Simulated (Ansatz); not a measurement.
A distorted cell of RuO2 (rutile):

```yaml
crystal:
  lattice:
    - [4.52339, 0.00000, 0.00000]
    - [0.00000, 4.52339, 0.00000]
    - [0.00000, 0.00000, 3.11902]
  atoms:
    - { symbol: Ru, position: [0.44783, 0.50000, 0.50000] }
    - { symbol: Ru, position: [0.00000, 0.00000, 0.00000] }
    - { symbol: O, position: [0.80567, 0.80567, 0.50000] }
    - { symbol: O, position: [0.30567, 0.69433, 0.00000] }
    - { symbol: O, position: [0.69433, 0.30567, 0.00000] }
    - { symbol: O, position: [0.19433, 0.19433, 0.50000] }
```

Calculation: PBE (plane waves to 420 eV, PAW, scalar-relativistic; Ansatz, a quantum-chemistry and plane-wave program). k mesh 8×8×12 (Γ-centred), Fermi-Dirac smearing 0.05 eV. The energy includes the smearing's −TS. Compression counts positive. With partly filled bands, energies and forces of such displacements shift with the k mesh and the smearing. RuO2 is run without spin polarisation and with no Hubbard U. RuO2 was relaxed with its symmetry unable to fall.

Predict the force on every atom, in eV/Å.


| atom | Fx | Fy | Fz |
|---|---|---|---|
| Ru1 | 6.165 | -0.216 | 0.000 |
| Ru2 | -1.137 | 0.001 | 0.000 |
| O3 | -0.416 | -0.074 | 0.000 |
| O4 | -1.905 | 1.038 | 0.000 |
| O5 | -1.164 | 0.446 | 0.000 |
| O6 | -1.543 | -1.195 | 0.000 |

What is the stress tensor (GPa)?


```
    2.3      3.0      0.0
    3.0      8.3      0.0
    0.0      0.0      2.9
```
The pressure, a third of the trace, is 4.5 GPa.

In it atom 1 sits (-0.236, 0.000, 0.000) Å away from its relaxed site. What is its energy relative to the relaxed cell?

722 meV/cell.

(For displaced atoms, the force is minus the slope of the energy, and its curvature is a force constant, which sets phonon frequencies.)
